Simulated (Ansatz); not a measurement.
**KF under changes of volume**

One of the cells (17.306 Å³/atom); the others are scaled copies at fixed shape and fractional positions:

```
K F
1.0
     3.25895    0.00000    0.00000
     0.00000    3.25895    0.00000
     0.00000    0.00000    3.25895
K F
1 1
Direct
  0.00000 0.00000 0.00000
  0.50000 0.50000 0.50000
```

The cell comes from a database or a generator and needn't be the stable form of this composition.

* Program: Ansatz 0.2.0
* Functional: PBE
* Potentials or basis: all-electron LAPW, scalar-relativistic
* Cutoff: 186 eV (chosen from the basis error)
* Basis error allowed: 0.001 eV/atom
* k mesh: 6 × 6 × 6
* Occupations: fermi-dirac, width 0.1 eV
* Spin: non-collinear spin, random start
* Starting moments: [[-0.036, 0.113, 0.308], [-0.0, 0.0, 0.0]] μB

| volume (Å³/atom) | energy over the lowest point (meV/atom) | pressure (GPa) | gap on the mesh (eV) |
| --- | --- | --- | --- |
| 16.268 | 7.15 | 2.4 | 6.71 |
| 16.614 | 3.04 | 1.5 | 6.56 |
| 16.960 | ? | ? | ? |
| 17.306 | 0.00 | 0.0 | 6.27 |
| 17.652 | 0.69 | -0.6 | 6.13 |
| 17.999 | 2.66 | -1.2 | 6.01 |
| 18.345 | 5.74 | -1.7 | 5.89 |

Q: What does the run at 16.960 Å³/atom give?

A: Energy over the lowest point 0.72 meV/atom; pressure 0.7 GPa; gap on the mesh 6.41 eV.

Worked out: A Birch-Murnaghan fit of order 3 (a polynomial in V^(-2/3)) to the other rows has its minimum at 17.30 Å³/atom with B0 = V·E''(V) = 33 GPa and B' = 4.8. It gives 0.72 meV/atom at 16.960 Å³/atom, against the run's 0.72, and -dE/dV = 0.7 GPa, against 0.7. A straight line through the other rows of the gap, of slope -6.87 eV per unit of ln V, gives 6.42 eV, against the run's 6.41.

Energies are extrapolated to zero smearing.

Caveats: the starting moments weren't kept.

A mesh can miss the band edges.
